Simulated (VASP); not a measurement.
Set up this calculation in VASP 6.6.1, as the native input.

```yaml
Task: relaxation of cell and atoms
Functional: PBE
Potentials_or_basis: VASP PAW PBE potentials, release 64 (Na_pv, H)
Cutoff: 600 eV
k_mesh: 8 × 8 × 8
Occupations: gaussian, width 0.02 eV
Spin: no spin polarisation
Dipole_correction: no
Further_INCAR_settings: ALGO = Fast; EDIFF = 1e-07; IBRION = 2; EDIFFG = -0.005; NSW = 100; ISIF = 3
```

The structure of NaH lies in POSCAR:

```
NaH
1.0
    0.0000000000      2.4400000000      2.4400000000
    2.4400000000      0.0000000000      2.4400000000
    2.4400000000      2.4400000000      0.0000000000
Na H
1 1
Direct
    0.0000000000      0.0000000000      0.0000000000
    0.5000000000      0.5000000000      0.5000000000
```

The input as run:

INCAR

```
SYSTEM = NaH
PREC     = Accurate       ! precision mode
ENCUT    = 600            ! plane-wave cutoff, eV
EDIFF    = 1E-7           ! SCF threshold, eV
ISMEAR   = 0              ! smearing method
SIGMA    = 0.02           ! smearing width, eV
LREAL    = .False.        ! projectors in reciprocal space
LASPH    = .True.         ! aspherical terms in the spheres
NELM     = 100            ! most SCF steps
ALGO     = Fast           ! electronic algorithm
ISIF     = 3              ! what is computed and relaxed
LWAVE    = .False.        ! write WAVECAR
LCHARG   = .False.        ! write CHGCAR
GGA      = PE             ! functional
IBRION   = 2              ! ionic algorithm
NSW      = 100            ! ionic steps
EDIFFG   = -0.005         ! ionic threshold
```

KPOINTS

```
Automatic mesh
0
Gamma
  8 8 8
  0 0 0
```

Potentials or basis: VASP PAW PBE potentials, release 64 (Na_pv, H).

Run with:

```console
$ cat potpaw_PBE.64/Na_pv/POTCAR potpaw_PBE.64/H/POTCAR > POTCAR
$ mpirun -np 1 vasp_std > vasp.out
```

Results of the run:

```yaml
Relaxed_volume: 14.09 Å³/atom
Relaxed_cell: a = 3.416 Å, b = 3.416 Å, c = 3.416 Å, α = 60.00°, β = 60.00°, γ = 60.00°
Space_group_after_relaxing_to_0.05_Å: Fm-3m (No. 225)
Energy_gained_by_relaxing: 0.9 meV/atom
Ionic_steps: 4
Pressure_after_relaxing: 0.0 GPa
Band_gap_on_the_k_mesh: 3.76 eV, indirect (least direct gap 4.62 eV)
```

It took 19 s on 1 thread of Intel(R) Xeon(R) 6975P-C (Granite Rapids), with other jobs on the host, peak memory 0.15 GiB.
